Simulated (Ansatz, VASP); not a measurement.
One calculation of CdSe, two programs

INCAR

```
ALGO     = Normal         # electronic algorithm
EDIFF    = 1E-6           # SCF threshold, eV
EDIFFG   = -0.002         # ionic threshold
ENCUT    = 600            # plane-wave cutoff, eV
GGA      = PE             # functional
IBRION   = 2              # ionic algorithm
ISIF     = 3              # what is computed and relaxed
ISMEAR   = 0              # smearing method
LASPH    = T              # aspherical terms in the spheres
LCHARG   = F              # write CHGCAR
LREAL    = F              # projectors in reciprocal space
LWAVE    = F              # write WAVECAR
NELM     = 100            # most SCF steps
NSW      = 100            # ionic steps
PREC     = Accurate       # precision mode
SIGMA    = 0.02           # smearing width, eV
```

File KPOINTS:

```
k-points
0
Gamma
  10 10 10
```

File POSCAR:

```
CdSe
1.0
    0.0000000000      3.0702711986      3.0702711986
    3.0702711986      0.0000000000      3.0702711986
    3.0702711986      3.0702711986      0.0000000000
Cd Se
1 1
Direct
    0.0000000000      0.0000000000      0.0000000000
    0.7500000000      0.7500000000      0.7500000000
```

Input for Ansatz:

```yaml
crystal:
  lattice:
    - [0.0, 3.0702711986, 3.0702711986]
    - [3.0702711986, 0.0, 3.0702711986]
    - [3.0702711986, 3.0702711986, 0.0]
  atoms:
    - { symbol: Cd, position: [0.0, 0.0, 0.0] }
    - { symbol: Se, position: [0.75, 0.75, 0.75] }
basis: {}
kpoints:
  mp_grid: { grid: [10, 10, 10] }
hamiltonian:
  xc: pbe
  pseudopotentials: { kind: nc }
scf:
  occupations: { method: gaussian, width: 0.02 }
output:
  forces: true
  stress: true
  eigenvalues: true
relax:
  adjacent_minimum: "off"
  f_tol: 0.002
  max_steps: 80
  cell: { stress_tol: 0.02 }
```

Measurements of this composition are mostly on another form, of space group No. 186.

Alike in both runs: task relaxation of cell and atoms; functional PBE; k mesh 10 × 10 × 10; occupations gaussian, width 0.02 eV; no spin polarisation.

|  | VASP | Ansatz |
| --- | --- | --- |
| version | VASP 6.6.1 | Ansatz 0.2.0 |
| potentials or method | VASP PAW PBE potentials, release 64 (Cd, Se) | scalar-relativistic, plane waves, norm-conserving pseudopotentials |
| plane-wave cutoff (eV) | 600 | 1170 |
| valence electrons in the cell | 18 | 36 |

VASP gave:

| Item | Value |
| --- | --- |
| gap on the k mesh at the Fermi level, each at its own relaxed structure (eV) | 0.48 |
| relaxed volume (Å³/atom) | 29.87 |
| relaxed cell length with the largest relative difference (Å) | 4.388 |
| energy change over the relaxation (meV/atom) | -4 |

Task: Estimate Ansatz's values.

Result: gap on the k mesh at the Fermi level, each at its own relaxed structure (eV): 0.49; relaxed volume (Å³/atom): 29.74; relaxed cell length with the largest relative difference (Å): 4.381; energy change over the relaxation (meV/atom): -3.

The two sets of potentials don't hold the same shells in valence.

A hybrid or GW would open this gap; PBE tends to underestimate it.
